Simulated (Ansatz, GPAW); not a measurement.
This is a calculation of AlPt for Ansatz 0.2.0. Measurements of this composition are mostly on another form, of space group No. 198.

File input.yaml:

```yaml
crystal:
  lattice:
    - [3.091546, 0.0, 0.0]
    - [0.0, 3.091546, 0.0]
    - [0.0, 0.0, 3.091546]
  atoms:
    - { symbol: Pt, position: [0.5, 0.5, 0.5] }
    - { symbol: Al, position: [0.0, 0.0, 0.0] }
hamiltonian:
  xc: pbesol
  pseudopotentials: { kind: paw }
kpoints:
  mp_grid: { grid: [9, 9, 9] }
scf:
  occupations: { method: fermi_dirac, width: 0.05 }
output:
  forces: true
  stress: true
  eigenvalues: true
  write_density: true
  write_potential: true
  elf: true
  volumetric_format: npy
```

Potentials or basis: Ansatz PAW.

Command:

```console
$ ansatz run input.yaml --threads 1 --pin off --max-ram 3584MiB --backend cpu --events-out ev --progress --plain --runs-dir out
```

Translate it to GPAW 26.7.0 (ASE script). Potentials or basis there: PAW data sets generated for this functional, cutoff 600 eV.

As run (cutoffs and basis follow the program's own potentials, and thresholds, step limits or extra output files can differ):

The input run.py:

```python
from ase import Atoms
from ase.dft.bandgap import bandgap
from ase.io import write
from ase.units import GPa
from gpaw import GPAW, PW, setup_paths

setup_paths.insert(0, '.')

atoms = Atoms(['Pt', 'Al'],
              cell=[[3.091546, 0.0, 0.0],
                    [0.0, 3.091546, 0.0],
                    [0.0, 0.0, 3.091546]],
              scaled_positions=[[0.5, 0.5, 0.5],
                                [0.0, 0.0, 0.0]],
              pbc=True)

calc = GPAW(mode=PW(600),
            xc='PBEsol',
            kpts={'size': (9, 9, 9), 'gamma': True},
            occupations={'name': 'fermi-dirac', 'width': 0.05},
            nbands=20,
            convergence={'density': 1e-05, 'energy': 1e-05},
            maxiter=150,
            txt='gpaw.txt')
atoms.calc = calc
energy = atoms.get_potential_energy()
forces = atoms.get_forces()
stress = atoms.get_stress()
calc.write('gs.gpw')
write('result.traj', atoms)
print(f'Energy: {energy:.6f} eV')
print('Forces (eV/A):')
print(forces.round(4))
print('Stress (GPa):', (stress / GPa).round(3))
print('Fermi level:', round(calc.get_fermi_level(), 4), 'eV')
print(f'Gap: {bandgap(calc)[0]:.4f} eV, direct: {bandgap(calc, direct=True)[0]:.4f} eV')
```

Potentials or basis: PAW data sets generated in the run's folder for this functional, pw.

Run with:

```sh
$ gpaw-setup -f PBEsol Al Pt
$ OMP_NUM_THREADS=1 python run.py
```

Both were run:

|  | Ansatz | GPAW |
| --- | --- | --- |
| Pressure | -5.8 GPa | -5.2 GPa |

Ansatz's pressure holds a Pulay term of +0.06 GPa for its cutoff of 420 eV, which the other run lacks.

The potentials hold 21 and 19 valence electrons a cell.

Ansatz's potentials were made for PBE.

Where Ansatz's input types no cutoff or centring, it takes its own default and a Γ-centred mesh.

Pressure is positive in compression.
